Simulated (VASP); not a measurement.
## MoS2 under changes of volume

One of the cells (18.221 Å³/atom); the others are scaled copies at fixed shape and fractional positions:

```
Mo S
1.0
     3.18999    0.00000    0.00000
    -1.59499    2.76261    0.00000
     0.00000    0.00000   12.40562
Mo S
2 4
Direct
  0.66667 0.33333 0.75000
  0.33333 0.66667 0.25000
  0.66667 0.33333 0.37700
  0.33333 0.66667 0.87700
  0.66667 0.33333 0.12300
  0.33333 0.66667 0.62300
```

* Program: VASP 6.6.1
* Functional: PBEsol
* Potentials or basis: VASP PAW PBE potentials, release 64 (Mo_sv, S)
* Cutoff: 520 eV
* k mesh: 10 × 10 × 3
* Occupations: fermi-dirac, width 0.05 eV
* Spin: no spin polarisation

```tsv
volume (Å³/atom)	energy over the lowest point (meV/atom)	pressure (GPa)	gap on the mesh (eV)	largest force (eV/Å)
16.792	?	?	?	?
17.149	4.03	3.5	0.86	0.369
17.507	0.00	0.1	0.88	0.015
18.221	12.73	-5.7	0.92	0.614
18.578	28.05	-8.1	0.93	0.893
18.936	48.54	-10.3	0.94	1.152
```

Q: What does the run at 16.792 Å³/atom give?

A: Energy over the lowest point 16.05 meV/atom; pressure 7.3 GPa; gap on the mesh 0.83 eV; largest force 0.751 eV/Å.

Worked out: A Birch-Murnaghan fit of order 3 (a polynomial in V^(-2/3)) to the other rows has its minimum at 17.52 Å³/atom with B0 = V·E''(V) = 157 GPa and B' = 4.5 at fixed shape and positions, which overstates the stiffness. It gives 16.10 meV/atom at 16.792 Å³/atom, against the run's 16.05, and -dE/dV = 7.4 GPa, against 7.3. A straight line through the other rows of the gap, of slope 0.828 eV per unit of ln V, extrapolates to 0.85 eV, against the run's 0.83.

Energies are extrapolated to zero smearing.

Caveats: the PAW data sets were made with another functional, which shifts forces and pressure a little; an odd mesh through Γ misses points on the zone boundary, where band edges often lie; this functional lacks dispersion, which binds the layers, so the pressure and a relaxed spacing across them are unreliable. Spin-orbit coupling on Mo is left out.
